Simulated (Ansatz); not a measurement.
## What a trial cell of Y relaxes into

All numbers below come from DFT PBE, scalar-relativistic, plane waves, PAW in Ansatz 0.2.0. Cutoff 420 eV, Γ-centred k mesh, Gaussian smearing, no spin polarisation in the final step.

The start is a random cell of Y with space group R32 (No. 155), drawn with lower limits on the distances.

```yaml
crystal:
  lattice:
    - [3.99342, 2.30560, 3.23080]
    - [-3.99342, 2.30560, 3.23080]
    - [0.00000, -4.61120, 3.23080]
  atoms:
    - { symbol: Y, position: [0.33333, 0.33333, 0.33333] }
    - { symbol: Y, position: [0.66667, 0.66667, 0.66667] }
    - { symbol: Y, position: [0.00000, 0.60392, 0.39608] }
    - { symbol: Y, position: [0.39608, 0.00000, 0.60392] }
    - { symbol: Y, position: [0.60392, 0.39608, 0.00000] }
```

Cell and atoms relax at zero pressure; the relaxation can't lower the symmetry of the start. After a coarse first stage the cell is made exact in the group found at 0.06 Å.

Energies count from the standard state of Y at the same level.

(1) Which crystal results?

(2) What are its volume, energy, density and gap?

Results:

(1) It keeps R32 (No. 155). Conventional cell: a = 8.594 Å, c = 9.015 Å. Y on Wyckoff site c (2 atoms of the primitive cell) has 7 Y at 3.24–3.47 Å; Y on Wyckoff site d (3 atoms of the primitive cell) has 8 Y at 3.35–3.47 Å.

```cif
data_structure
_symmetry_space_group_name_H-M 'R32:H'
_symmetry_Int_Tables_number 155
_cell_length_a 8.5943
_cell_length_b 8.5943
_cell_length_c 9.0149
_cell_angle_alpha 90.000
_cell_angle_beta 90.000
_cell_angle_gamma 120.000
_cell_volume 576.65
loop_
_atom_site_label
_atom_site_type_symbol
_atom_site_symmetry_multiplicity
_atom_site_Wyckoff_symbol
_atom_site_fract_x
_atom_site_fract_y
_atom_site_fract_z
_atom_site_occupancy
Y1 Y 6 c 0.00000 0.00000 0.32023 1
Y2 Y 9 d 0.66667 0.10836 0.33333 1
```

(2) The volume per atom is 38.44 Å³. The density is 3.84 g/cm³, the energy over the standard structure is 0.72 eV/atom and the gap on the 9×9×9 mesh is 0 eV (a metal).

The final run used a 9×9×9 mesh on its 5-atom cell and 0.10 eV smearing. For metals, differences of a few meV/atom aren't resolved. A structure relaxed within its symmetry needn't be a true minimum. The steps took of the order of 100 core-seconds in all.